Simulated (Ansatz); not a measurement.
A run of Ansatz 0.2.0:

input.yaml

```yaml
crystal:
  lattice:
    - [-1.51435, 1.51435, 1.51435]
    - [1.51435, -1.51435, 1.51435]
    - [1.51435, 1.51435, -1.51435]
  atoms:
    - { symbol: V, position: [0.0, 0.0, 0.0], spin: 2.0 }
kpoints:
  mp_grid: { grid: [12, 12, 12] }
scf:
  occupations: { method: fermi_dirac, width: 0.05 }
hamiltonian:
  xc: pbesol
  dispersion: d3bj
  pseudopotentials: { kind: all_electron, lapw: { basis_error: 0.001 } }
magnetization:
  spin_polarized: true
output:
  forces: true
  stress: true
relax:
  f_tol: 0.005
  max_steps: 60
  cell: {}
```

Potentials or basis: all-electron LAPW, scalar-relativistic.

Run with:

```sh
$ ansatz run input.yaml --threads 2 --pin off --max-ram 6144MiB --backend cpu --events-out ev --progress --plain --runs-dir out
```

Hardware: 2 threads of Arm Neoverse V1, on a shared host.

**Question.** How long does it take, and how much memory?

**Answer.** Run time: 19 s on 2 threads of Arm Neoverse V1, on a shared host, peak memory 0.34 GiB. Counts: scf iterations 30, plane waves 141, k points 72, bands 12, ion steps 5.
